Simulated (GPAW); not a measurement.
# C (Fd-3m) in GPAW: settings compared

One crystal, C, is run at these levels: RPBE+D3(BJ), RPBE+D4; tasks: equation of state.

Program: GPAW 26.7.0. These are calculated values, not measurements. Logs are shortened: lines on timing, memory, paths and dates and some standing lists are left out, and cuts for length are marked. The log counts tension as positive stress, the text compression.

**Experimental background.**

“Equation of state of cubic boron nitride at high pressures and temperatures”, 2007, arxiv:cond-mat/0702656 quotes, for a bulk crystal of C: bulk modulus 442 ± 5 GPa.

The results are compared with them further down.

### 1 The crystal as given

The structure is cubic, space group Fd-3m (No. 227). Conventional cell: a = 3.567 Å, b = 3.567 Å, c = 3.567 Å, α = 90.00°, β = 90.00°, γ = 90.00°. Around C (site symmetry -43m) lie 4 C at 1.54 Å.

This isn't the form of C at room conditions, which is graphite.

### 2 Equation of state, RPBE+D3(BJ)

The input, run.py:

```python
from ase import Atoms
from ase.calculators.mixing import SumCalculator
from ase.eos import EquationOfState
from ase.io import Trajectory
from ase.units import GPa
from dftd3.ase import DFTD3
from gpaw import GPAW, PW

atoms = Atoms(['C', 'C'],
              cell=[[0.0, 1.78337, 1.78337],
                    [1.78337, 0.0, 1.78337],
                    [1.78337, 1.78337, 0.0]],
              scaled_positions=[[0.75, 0.75, 0.75],
                                [0.5, 0.5, 0.5]],
              pbc=True)

traj = Trajectory('eos.traj', 'w')
volumes, energies = [], []
for x in [0.94, 0.96, 0.98, 1.0, 1.02, 1.04, 1.06]:
    a = atoms.copy()
    a.set_cell(atoms.cell * x**(1 / 3), scale_atoms=True)
    calc = GPAW(mode=PW(800),
                xc='RPBE',
                kpts={'size': (10, 10, 10), 'gamma': True},
                occupations={'name': 'fermi-dirac', 'width': 0.05},
                nbands=11,
                convergence={'density': 1e-05, 'energy': 1e-05},
                maxiter=150,
                txt=f'eos-{x:.2f}.txt')
    a.calc = SumCalculator([calc, DFTD3(method='rpbe', damping='d3bj')])
    energies.append(a.get_potential_energy())
    volumes.append(a.get_volume())
    p = -a.get_stress()[:3].mean() / GPa
    calc.write(f'eos-{x:.2f}.gpw')
    traj.write(a)
    print(f'{x:.2f} {volumes[-1]:10.4f} A^3 {energies[-1]:14.6f} eV {p:9.3f} GPa', flush=True)

v0, e0, B = EquationOfState(volumes, energies, eos='birchmurnaghan').fit()
print(f'V0 = {v0:.4f} A^3, E0 = {e0:.6f} eV, B0 = {B / GPa:.2f} GPa')
```

Potentials or basis: the program's PAW data sets (release 1.2.1) made for this functional, pw.

The run is started by

```
$ OMP_NUM_THREADS=1 python run.py
```

Standard output:

```text
__  _  _
 | _ |_)|_||  |
 |__||  | ||/\| - 26.7.0

Input parameters:
  mode=PW(ecut=800.0),
  convergence={'density': 1e-05, 'energy': 1e-05},
  kpts=MonkhorstPack(size=(10, 10, 10), gamma=True),
  maxiter=150,
  nbands=11,
  occupations=Occupations(name='fermi-dirac', width=0.05),
  xc=XC(name='RPBE')

Diagonalizing LCAO Hamiltonian
Converting LCAO to pw mode

          C
       C

Atoms  # Å, Bohr magnetons
|   | symbol |        x |        y |        z |    initial magnetic moments |
|---|--------|----------|----------|----------|-----------------------------|
| 0 |      C | 2.620447 | 2.620447 | 2.620447 | ( 0.0000,  0.0000,  0.0000) |
| 1 |      C | 1.746964 | 1.746964 | 1.746964 | ( 0.0000,  0.0000,  0.0000) |

Unit cell  # Å
| periodic |        x |        y |        z |  lengths |    angles |
|----------|----------|----------|----------|----------|-----------|
|      yes | 0.000000 | 1.746964 | 1.746964 | 2.470581 | 60.000000 |
|      yes | 1.746964 | 0.000000 | 1.746964 | 2.470581 | 60.000000 |
|      yes | 1.746964 | 1.746964 | 0.000000 | 2.470581 | 60.000000 |

Number of symmetries: 24
Symmetry operations  # r_c * U_cc + t_c -> r_c
|    | kind |            matrix            |
|----|------|------------------------------|
|  0 |  E   |  1, 0, 0,  0, 1, 0,  0, 0, 1 |
|  1 |  σ   |  1, 0, 0,  0, 0, 1,  0, 1, 0 |
|  2 |  σ   |  1, 0,-1,  0, 1,-1,  0, 0,-1 |
|  3 |  C3  |  1, 0,-1,  0, 0,-1,  0, 1,-1 |
|  4 |  C3  |  1,-1, 0,  0,-1, 1,  0,-1, 0 |
|  5 |  σ   |  1,-1, 0,  0,-1, 0,  0,-1, 1 |
|  6 |  σ   |  0, 1, 0,  1, 0, 0,  0, 0, 1 |
|  7 |  C3  |  0, 1, 0,  0, 0, 1,  1, 0, 0 |
|  8 |  C2  |  0, 1,-1,  1, 0,-1,  0, 0,-1 |
|  9 |  S4  |  0, 1,-1,  0, 0,-1,  1, 0,-1 |
| 10 |  C3  |  0, 0, 1,  1, 0, 0,  0, 1, 0 |
| 11 |  σ   |  0, 0, 1,  0, 1, 0,  1, 0, 0 |
| 12 |  S4  |  0, 0,-1,  1, 0,-1,  0, 1,-1 |
| 13 |  C3  |  0, 0,-1,  0, 1,-1,  1, 0,-1 |
| 14 |  S4  |  0,-1, 1,  1,-1, 0,  0,-1, 0 |
| 15 |  C2  |  0,-1, 1,  0,-1, 0,  1,-1, 0 |
| 16 |  C3  |  0,-1, 0,  1,-1, 0,  0,-1, 1 |
| 17 |  S4  |  0,-1, 0,  0,-1, 1,  1,-1, 0 |
| 18 |  S4  | -1, 1, 0, -1, 0, 1, -1, 0, 0 |
| 19 |  C3  | -1, 1, 0, -1, 0, 0, -1, 0, 1 |
| 20 |  C3  | -1, 0, 1, -1, 1, 0, -1, 0, 0 |
| 21 |  S4  | -1, 0, 1, -1, 0, 0, -1, 1, 0 |
| 22 |  σ   | -1, 0, 0, -1, 1, 0, -1, 0, 1 |
| 23 |  C2  | -1, 0, 0, -1, 0, 1, -1, 1, 0 |

BZ-sampling:
  Number of BZ points: 1000
  Number of IBZ points: 47

  Monkhorst-Pack size: [10, 10, 10]
  Monkhorst-Pack shift: [0.05, 0.05, 0.05]

K-points  # in reciprocal-cell coordinates
|     |                                coordinates |     weight |
|-----|--------------------------------------------|------------|
|   0 | (  0.00000000,   0.00000000,   0.00000000) | 0.00100000 |
|   1 | (  0.10000000,   0.10000000,   0.00000000) | 0.00600000 |
|   2 | (  0.10000000,   0.10000000,   0.10000000) | 0.00800000 |
|   3 | (  0.20000000,   0.10000000,   0.10000000) | 0.01200000 |
|   4 | (  0.20000000,   0.20000000,   0.00000000) | 0.00600000 |
|   5 | (  0.20000000,   0.20000000,   0.10000000) | 0.02400000 |
|   6 | (  0.20000000,   0.20000000,   0.20000000) | 0.00800000 |
|   7 | (  0.30000000,   0.20000000,   0.10000000) | 0.02400000 |
|   8 | (  0.30000000,   0.20000000,   0.20000000) | 0.02400000 |
|   9 | (  0.30000000,   0.30000000,   0.00000000) | 0.00600000 |
| ... |                                            |            |
|  46 | (  0.50000000,   0.50000000,   0.50000000) | 0.00400000 |

Plane wave coefficients: 568
Cutoff: 800.0 eV

Spin-components: 1 (collinear spins)
Bands:           11
Projectors:      10
Spin-degeneracy: 2
Datatype:        complex128

Parallelization:
  kpt:    1
  domain: 1
  band:   1

Density:
  Valence electrons: 8.0
  Components: 1
  Grid points: [18 18 18]
  Charge: 0.0  # |e|

Potential:
  Grid points: [18 18 18]

species:
  C:
    name:    Carbon
    Z:       6.0
    valence: 4
    core:    2
    charge:  0.0  # [|e|]
    compensation charges:
      type: gauss
      rc: 0.20  # [Å]
      lmax: 2
    cutoffs:
      filter: 1.14  # [Å]
      core: 1.14  # [Å]
    projectors
    | kind |    occ | energy [eV] | rcut [Å] |
    |------|--------|-------------|----------|
    |   2s |  2.000 |     -13.815 |    0.635 |
    |   2p |  2.000 |      -5.254 |    0.635 |
    |    s |        |      13.396 |    0.635 |
    |    p |        |      21.957 |    0.635 |
    |    d |        |       0.000 |    0.635 |

    Using partial waves for C as LCAO basis

Reference energy: -2058.701954  # eV

eigensolver:
  PPCG
  Converge bands: occupied
  niter=2

density mixing:
  MSR1-Mixer
  Pratt-step length: 0.05
  Maximum mixing coefficient: 0.75
  Old densities: 10
  SVD Regularization: 0.005
  Good broyden scale: 1.0
  Trust region scale: 1.0
  Backstep threshold: 4.0
  History deletion threshold: 6.0
  Fourier metric: weight=20.0, sigma=0.015

occupation numbers:
  Fermi-Dirac:
    width: 0.0500  # eV

poisson solver:
  ecut: 6400.0  # eV

xc functional:
  name: RPBE with 2 nearest neighbor stencil

convergence criteria:
[... 6 lines left out ...]
|iter     | |      energy | eigst |  dens |
|---------|-|-------------|-------|-------|
|iter:   1| |  -17.673242 | +0.16 |       |
|iter:   2| |  -17.597774 | -2.78 | -0.79 |
|iter:   3| |  -17.138276 | -1.44 | -0.82 |
|iter:   4| |  -17.135505 | -2.52 | -1.46 |
|iter:   5| |  -17.136353 | -4.38 | -2.21 |
|iter:   6| |  -17.136357 | -6.01 | -3.22 |
|iter:   7| |  -17.136358c| -7.39 | -3.92 |
|iter:   8| |  -17.136358c| -7.58c| -4.96 |
|iter:   9| |  -17.136358c| -8.90c| -5.57c|

Converged in 9 steps
Energy contributions relative to reference atoms: (reference = -2058.701954)

Energy contributions:
  Kinetic:          23.294910
  Coulomb:         -20.749053
  Zero:              0.041560
  External:          0.000000
  Xc:              -19.723774
  Entropy:          -0.000000
  Spinorbit:         0.000000
  ----------------------------
  Free energy:     -17.136358
  Extrapolated:    -17.136358

dipole moment: (2.127615, 2.127615, 2.127615)  # |e|*Ang

Fermi level: 15.106
Eigenvalues  # (at kpt = [0.000, 0.000, 0.000])
| band index |      eig [eV] | occ [0-2] |
|------------|---------------|-----------|
|          0 |        -9.157 |     2.000 |
|          1 |        13.254 |     2.000 |
|          2 |        13.254 |     2.000 |
|          3 |        13.254 |     2.000 |
|          4 |        19.027 |     0.000 |
|          5 |        19.027 |     0.000 |
|          6 |        19.027 |     0.000 |
|          7 |        27.985 |     0.000 |
|          8 |        33.478 |     0.000 |
|          9 |        40.447 |     0.000 |
|         10 |        41.193 |     0.000 |

Gap: 4.294 eV
Transition (v -> c):
  (s=0, k=0, n=3, [0.00, 0.00, 0.00]) -> (s=0, k=24, n=4, [0.40, 0.40, 0.00])
Direct/indirect transitions are different
Direct gap: 5.773 eV
Transition at: (s=0, k=0, n=3, [0.00, 0.00, 0.00])

Stress tensor  # eV/Ang^3
|         x |         y |         z |
|-----------|-----------|-----------|
| -0.241485 | -0.000000 | -0.000000 |
| -0.000000 | -0.241485 |  0.000000 |
| -0.000000 |  0.000000 | -0.241485 |

# Writing to eos-0.94.gpw (mode='')
```

It took 46 s on 1 thread of Arm Neoverse V2, shared host; peak memory 0.18 GiB.

Results:

```
Equilibrium volume                      : 5.54 Å³/atom
Bulk modulus                            : 453 GPa
Pressure derivative of the bulk modulus : 3.8
```

Energy against volume, from the lowest point:
```tsv
volume (Å³/atom)	energy (meV/atom)
5.332	11.61
5.445	2.22
5.558	0.00
5.672	4.22
5.785	14.29
5.899	29.74
6.012	49.97
```

### 3 Equation of state, RPBE+D4

run.py: that of step 2 with these lines changed.

```diff
@@ -1,16 +1,9 @@
-from ase import Atoms
 from ase.calculators.mixing import SumCalculator
 from ase.eos import EquationOfState
-from ase.io import Trajectory
+from ase.io import Trajectory, read
 from ase.units import GPa
-from dftd3.ase import DFTD3
+from dftd4.ase import DFTD4
 from gpaw import GPAW, PW
 
-atoms = Atoms(['C', 'C'],
-              cell=[[0.0, 1.78337, 1.78337],
-                    [1.78337, 0.0, 1.78337],
-                    [1.78337, 1.78337, 0.0]],
-              scaled_positions=[[0.75, 0.75, 0.75],
-                                [0.5, 0.5, 0.5]],
-              pbc=True)
+atoms = read('C.cif')
 
@@ -29,3 +22,3 @@
                 txt=f'eos-{x:.2f}.txt')
-    a.calc = SumCalculator([calc, DFTD3(method='rpbe', damping='d3bj')])
+    a.calc = SumCalculator([calc, DFTD4(method='rpbe')])
     energies.append(a.get_potential_energy())
```

The input, C.cif:

```cif
data_C
_cell_length_a 2.52206604
_cell_length_b 2.52206604
_cell_length_c 2.52206604
_cell_angle_alpha 60.00000000
_cell_angle_beta 60.00000000
_cell_angle_gamma 60.00000000
_space_group_name_H-M_alt 'P1'
_space_group_name_Hall 'P 1'
_space_group_IT_number 1
loop_
_space_group_symop_operation_xyz
'x,y,z'
loop_
_atom_site_label
_atom_site_type_symbol
_atom_site_symmetry_multiplicity
_atom_site_Wyckoff_symbol
_atom_site_fract_x
_atom_site_fract_y
_atom_site_fract_z
_atom_site_occupancy
C1 C 1 a 0.7500000000 0.7500000000 0.7500000000 1
C2 C 1 a 0.5000000000 0.5000000000 0.5000000000 1
```

Potentials or basis: the program's PAW data sets (release 1.2.1) made for this functional, pw.

The run is started by

```
$ OMP_NUM_THREADS=1 python run.py
```

Standard output:

```text
__  _  _
 | _ |_)|_||  |
 |__||  | ||/\| - 26.7.0

Input parameters:
  mode=PW(ecut=800.0),
  convergence={'density': 1e-05, 'energy': 1e-05},
  kpts=MonkhorstPack(size=(10, 10, 10), gamma=True),
  maxiter=150,
  nbands=11,
  occupations=Occupations(name='fermi-dirac', width=0.05),
  xc=XC(name='RPBE')

Diagonalizing LCAO Hamiltonian
Converting LCAO to pw mode

           C
       C

Atoms  # Å, Bohr magnetons
|   | symbol |        x |        y |        z |    initial magnetic moments |
|---|--------|----------|----------|----------|-----------------------------|
| 0 |      C | 3.705871 | 2.139586 | 1.512916 | ( 0.0000,  0.0000,  0.0000) |
| 1 |      C | 2.470581 | 1.426391 | 1.008610 | ( 0.0000,  0.0000,  0.0000) |

Unit cell  # Å
| periodic |        x |        y |        z |  lengths |    angles |
|----------|----------|----------|----------|----------|-----------|
|      yes | 2.470581 | 0.000000 | 0.000000 | 2.470581 | 60.000000 |
|      yes | 1.235290 | 2.139586 | 0.000000 | 2.470581 | 60.000000 |
|      yes | 1.235290 | 0.713195 | 2.017221 | 2.470581 | 60.000000 |

Number of symmetries: 24
Symmetry operations  # r_c * U_cc + t_c -> r_c
|    | kind |            matrix            |
|----|------|------------------------------|
|  0 |  E   |  1, 0, 0,  0, 1, 0,  0, 0, 1 |
|  1 |  σ   |  1, 0, 0,  0, 0, 1,  0, 1, 0 |
|  2 |  σ   |  1, 0,-1,  0, 1,-1,  0, 0,-1 |
|  3 |  C3  |  1, 0,-1,  0, 0,-1,  0, 1,-1 |
|  4 |  C3  |  1,-1, 0,  0,-1, 1,  0,-1, 0 |
|  5 |  σ   |  1,-1, 0,  0,-1, 0,  0,-1, 1 |
|  6 |  σ   |  0, 1, 0,  1, 0, 0,  0, 0, 1 |
|  7 |  C3  |  0, 1, 0,  0, 0, 1,  1, 0, 0 |
|  8 |  C2  |  0, 1,-1,  1, 0,-1,  0, 0,-1 |
|  9 |  S4  |  0, 1,-1,  0, 0,-1,  1, 0,-1 |
| 10 |  C3  |  0, 0, 1,  1, 0, 0,  0, 1, 0 |
| 11 |  σ   |  0, 0, 1,  0, 1, 0,  1, 0, 0 |
| 12 |  S4  |  0, 0,-1,  1, 0,-1,  0, 1,-1 |
| 13 |  C3  |  0, 0,-1,  0, 1,-1,  1, 0,-1 |
| 14 |  S4  |  0,-1, 1,  1,-1, 0,  0,-1, 0 |
| 15 |  C2  |  0,-1, 1,  0,-1, 0,  1,-1, 0 |
| 16 |  C3  |  0,-1, 0,  1,-1, 0,  0,-1, 1 |
| 17 |  S4  |  0,-1, 0,  0,-1, 1,  1,-1, 0 |
| 18 |  S4  | -1, 1, 0, -1, 0, 1, -1, 0, 0 |
| 19 |  C3  | -1, 1, 0, -1, 0, 0, -1, 0, 1 |
| 20 |  C3  | -1, 0, 1, -1, 1, 0, -1, 0, 0 |
| 21 |  S4  | -1, 0, 1, -1, 0, 0, -1, 1, 0 |
| 22 |  σ   | -1, 0, 0, -1, 1, 0, -1, 0, 1 |
| 23 |  C2  | -1, 0, 0, -1, 0, 1, -1, 1, 0 |

BZ-sampling:
  Number of BZ points: 1000
  Number of IBZ points: 47

  Monkhorst-Pack size: [10, 10, 10]
  Monkhorst-Pack shift: [0.05, 0.05, 0.05]

K-points  # in reciprocal-cell coordinates
|     |                                coordinates |     weight |
|-----|--------------------------------------------|------------|
|   0 | (  0.00000000,   0.00000000,   0.00000000) | 0.00100000 |
|   1 | (  0.10000000,   0.10000000,   0.00000000) | 0.00600000 |
|   2 | (  0.10000000,   0.10000000,   0.10000000) | 0.00800000 |
|   3 | (  0.20000000,   0.10000000,   0.10000000) | 0.01200000 |
|   4 | (  0.20000000,   0.20000000,   0.00000000) | 0.00600000 |
|   5 | (  0.20000000,   0.20000000,   0.10000000) | 0.02400000 |
|   6 | (  0.20000000,   0.20000000,   0.20000000) | 0.00800000 |
|   7 | (  0.30000000,   0.20000000,   0.10000000) | 0.02400000 |
|   8 | (  0.30000000,   0.20000000,   0.20000000) | 0.02400000 |
|   9 | (  0.30000000,   0.30000000,   0.00000000) | 0.00600000 |
| ... |                                            |            |
|  46 | (  0.50000000,   0.50000000,   0.50000000) | 0.00400000 |

Plane wave coefficients: 568
Cutoff: 800.0 eV

Spin-components: 1 (collinear spins)
Bands:           11
Projectors:      10
Spin-degeneracy: 2
Datatype:        complex128

Parallelization:
  kpt:    1
  domain: 1
  band:   1

Density:
  Valence electrons: 8.0
  Components: 1
  Grid points: [18 18 18]
  Charge: 0.0  # |e|

Potential:
  Grid points: [18 18 18]

species:
  C:
    name:    Carbon
    Z:       6.0
    valence: 4
    core:    2
    charge:  0.0  # [|e|]
    compensation charges:
      type: gauss
      rc: 0.20  # [Å]
      lmax: 2
    cutoffs:
      filter: 1.14  # [Å]
      core: 1.14  # [Å]
    projectors
    | kind |    occ | energy [eV] | rcut [Å] |
    |------|--------|-------------|----------|
    |   2s |  2.000 |     -13.815 |    0.635 |
    |   2p |  2.000 |      -5.254 |    0.635 |
    |    s |        |      13.396 |    0.635 |
    |    p |        |      21.957 |    0.635 |
    |    d |        |       0.000 |    0.635 |

    Using partial waves for C as LCAO basis

Reference energy: -2058.701954  # eV

eigensolver:
  PPCG
  Converge bands: occupied
  niter=2

density mixing:
  MSR1-Mixer
  Pratt-step length: 0.05
  Maximum mixing coefficient: 0.75
  Old densities: 10
  SVD Regularization: 0.005
  Good broyden scale: 1.0
  Trust region scale: 1.0
  Backstep threshold: 4.0
  History deletion threshold: 6.0
  Fourier metric: weight=20.0, sigma=0.015

occupation numbers:
  Fermi-Dirac:
    width: 0.0500  # eV

poisson solver:
  ecut: 6400.0  # eV

xc functional:
  name: RPBE with 2 nearest neighbor stencil

convergence criteria:
[... 6 lines left out ...]
|iter     | |      energy | eigst |  dens |
|---------|-|-------------|-------|-------|
|iter:   1| |  -17.673242 | +0.16 |       |
|iter:   2| |  -17.597774 | -2.78 | -0.79 |
|iter:   3| |  -17.138292 | -1.44 | -0.82 |
|iter:   4| |  -17.135528 | -2.52 | -1.46 |
|iter:   5| |  -17.136375 | -4.38 | -2.21 |
|iter:   6| |  -17.136379 | -6.01 | -3.22 |
|iter:   7| |  -17.136380c| -7.39 | -3.92 |
|iter:   8| |  -17.136380c| -7.58c| -4.96 |
|iter:   9| |  -17.136380c| -8.90c| -5.57c|

Converged in 9 steps
Energy contributions relative to reference atoms: (reference = -2058.701954)

Energy contributions:
  Kinetic:          23.294659
  Coulomb:         -20.748801
  Zero:              0.041557
  External:          0.000000
  Xc:              -19.723795
  Entropy:          -0.000000
  Spinorbit:         0.000000
  ----------------------------
  Free energy:     -17.136380
  Extrapolated:    -17.136380

dipole moment: (3.008904, 1.737191, 1.228380)  # |e|*Ang

Fermi level: 15.106
Eigenvalues  # (at kpt = [0.000, 0.000, 0.000])
| band index |      eig [eV] | occ [0-2] |
|------------|---------------|-----------|
|          0 |        -9.157 |     2.000 |
|          1 |        13.254 |     2.000 |
|          2 |        13.254 |     2.000 |
|          3 |        13.254 |     2.000 |
|          4 |        19.027 |     0.000 |
|          5 |        19.027 |     0.000 |
|          6 |        19.027 |     0.000 |
|          7 |        27.985 |     0.000 |
|          8 |        33.478 |     0.000 |
|          9 |        40.447 |     0.000 |
|         10 |        41.193 |     0.000 |

Gap: 4.294 eV
Transition (v -> c):
  (s=0, k=0, n=3, [0.00, 0.00, 0.00]) -> (s=0, k=24, n=4, [0.40, 0.40, 0.00])
Direct/indirect transitions are different
Direct gap: 5.773 eV
Transition at: (s=0, k=0, n=3, [0.00, 0.00, 0.00])

Stress tensor  # eV/Ang^3
|         x |         y |         z |
|-----------|-----------|-----------|
| -0.241477 |  0.000000 |  0.000000 |
|  0.000000 | -0.241477 |  0.000000 |
| -0.000000 |  0.000000 | -0.241477 |

# Writing to eos-0.94.gpw (mode='')
```

It took 82 s on 1 thread of Arm Neoverse V2, shared host; peak memory 0.17 GiB.

What came out:

| Quantity | Value |
| --- | --- |
| Equilibrium volume | 5.60 Å³/atom |
| Bulk modulus | 449 GPa |
| Pressure derivative of the bulk modulus | 3.7 |

Energy against volume, from the lowest point:
```
volume (Å³/atom)  energy (meV/atom)
           5.332              18.85
           5.445               5.73
           5.558               0.00
           5.672               0.90
           5.785               7.84
           5.899              20.34
           6.012              37.80
```

### 4 How close it comes

Step 2. A measured bulk modulus of C is 442 GPa (quoted in “Equation of state of cubic boron nitride at high pressures and temperatures”, 2007, arxiv:cond-mat/0702656); the calculated 453 GPa misses it by +2.6 %. 3 values of this kind are on record (442 to 444.8 GPa); this one was drawn at random among those near their median, those with a stated uncertainty first. The fit is for a static lattice scaled at fixed shape and fixed fractional positions. The cell as given is a measured one (5.67 Å³/atom); RPBE+D3(BJ) puts the equilibrium volume -2.3 % from it, thermal expansion not counted.

Step 3. A measured bulk modulus of C is 442 GPa (quoted in “Equation of state of cubic boron nitride at high pressures and temperatures”, 2007, arxiv:cond-mat/0702656); the calculated 449 GPa misses it by +1.6 %. 3 values of this kind are on record (442 to 444.8 GPa); this one was drawn at random among those near their median, those with a stated uncertainty first. The fit is for a static lattice scaled at fixed shape and fixed fractional positions. The cell as given is a measured one (5.67 Å³/atom); RPBE+D4 puts the equilibrium volume -1.3 % from it, thermal expansion not counted.
